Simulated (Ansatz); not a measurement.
# CsI, space group Pm-3m: Wannier functions of the valence bands

Computed with the Ansatz DFT code, driven from Python.

The script, `wannier_csi.py`:
```python
'''Wannier functions of the anion p bands of CsI.'''

from pathlib import Path
import warnings

import ansatz as az
import tomllib

XC = 'pbe'
OCCUPATIONS = 'fixed'


def main() -> None:
    warnings.simplefilter('ignore', az.DeckWarning)

    system = (
        az.Lattice.of((4.5667, 0.0, 0.0), (0.0, 4.5667, 0.0), (0.0, 0.0, 4.5667))
        .atom('Cs', (0.0, 0.0, 0.0))
        .atom('I', (0.5, 0.5, 0.5))
    )

    setup = system.calculation()
    setup = setup.functional(XC)
    setup = setup.kpoints(4).occupations(OCCUPATIONS)
    setup = setup.wannier(mesh=(3, 3, 3), projections=[az.TrialShell('I', 'p')], minimise=True)
    done = setup.run(threads=1, pin='off', runs_dir='w90')
    spreads = tomllib.loads(Path(done.output_folder, 'results', 'wannier.spreads.toml').read_text())
    print('converged:', spreads['converged'], 'in', spreads['n_iter'], 'steps; least projectability', round(spreads['least_projectability'], 3))
    print('invariant, diagonal, off-diagonal spread (A^2):', *(round(spreads[k], 4) for k in ('omega_i_ang2', 'omega_d_ang2', 'omega_od_ang2')))
    for function in spreads['wannier']:
        print('centre', [round(v, 3) for v in function['r']], 'spread', round(function['spread'], 4))


if __name__ == '__main__':
    main()
```

```console
$ python wannier_csi.py
converged: True in 5 steps; least projectability 0.973
invariant, diagonal, off-diagonal spread (A^2): 7.24 0.0 0.0045
centre [2.283, 2.283, 2.283] spread 2.4148
centre [2.283, 2.283, 2.283] spread 2.4148
centre [2.283, 2.283, 2.283] spread 2.4148
```

The starting cell is as deposited in a crystallographic database; the results hold for this polymorph, which needn't be the stable one. Hardware and time: 2.6 s on 1 thread of Arm Neoverse V1 (shared host), peak memory 0.36 GiB.

(Lines on the test bed's own set-up are left out of the output.)
